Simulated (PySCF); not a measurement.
Q: What does the PBE0-D3(BJ)/def2-SVP structure of `CCCS` (C3H8S) look like in three dimensions?

A: 
```
atom  x, y, z in Å
C1    -1.5788   -0.1441   -0.0315
C2    -0.1134   -0.5404    0.0661
C3     0.8259    0.6067   -0.2690
S4     2.5913    0.1701   -0.2398
H5    -1.8396    0.1796   -1.0519
H6    -1.8182    0.6878    0.6502
H7    -2.2384   -0.9859    0.2278
H8     0.1043   -1.3851   -0.6080
H9     0.1106   -0.9020    1.0849
H10    0.6511    1.4707    0.3923
H11    0.6514    0.9605   -1.2982
H12    2.6561   -0.1202    1.0779
```

Any rigid rotation of these coordinates is as good. Atoms count from 1 in this order. The 4 heavy atoms lie in one plane (0.017 Å rms).

Bonds between heavy atoms (Å): C1–C2 1.521, C2–C3 1.520, C3–S4 1.819.

Method used: PySCF, PBE0-D3(BJ)/def2-SVP geometry optimisation, gas phase.

Not checked by PBE0-D3(BJ)/def2-SVP frequencies. One conformer, not necessarily the lowest (C1–C2–C3–S4 -177°, C2–C3–S4–H -64°).

Time: 16 s wall. Hardware: an x86-64 server with one thread, on a shared host. This is the geometry optimisation.
